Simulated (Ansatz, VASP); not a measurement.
One calculation of HfC, 3 ways

The starting cell:

```
CELL_PARAMETERS angstrom
0.00000 2.32500 2.32500
2.32500 0.00000 2.32500
2.32500 2.32500 0.00000
ATOMIC_POSITIONS crystal
Hf 0.50000 0.50000 0.50000
C 0.00000 0.00000 0.00000
```

Alike in all runs: task relaxation of cell and atoms; functional BLYP; k mesh 10 × 10 × 10; occupations fermi-dirac, width 0.05 eV; no spin polarisation; no spin-orbit coupling.

```csv
program and potentials,plane-wave cutoff (eV),notes,equilibrium volume (Å³/atom)
"Ansatz, Ansatz PAW",420,"potentials made for PBE, which Ansatz adapts in part; 15 valence electrons an atom on average",12.98
"Ansatz, all-electron LAPW, scalar-relativistic",-,-,12.99
"VASP, PBE PAW files C, Hf_pv, 600 eV",600,potentials made for PBE; 7 valence electrons an atom on average,12.98
```

The equilibrium volume spans 12.98 (VASP, PBE PAW files C, Hf_pv, 600 eV) to 12.99 Å³/atom (Ansatz, all-electron LAPW, scalar-relativistic), with all-electron results at 12.99. Some sets were made for another functional than the one run, which can shift their rows. Relaxations stop with a little pressure left, so the last digit of a volume isn't settled.

The functional is the same throughout but for its coding, so the spread measures potentials, basis and numerics; runs on potential files found faulty are left out.
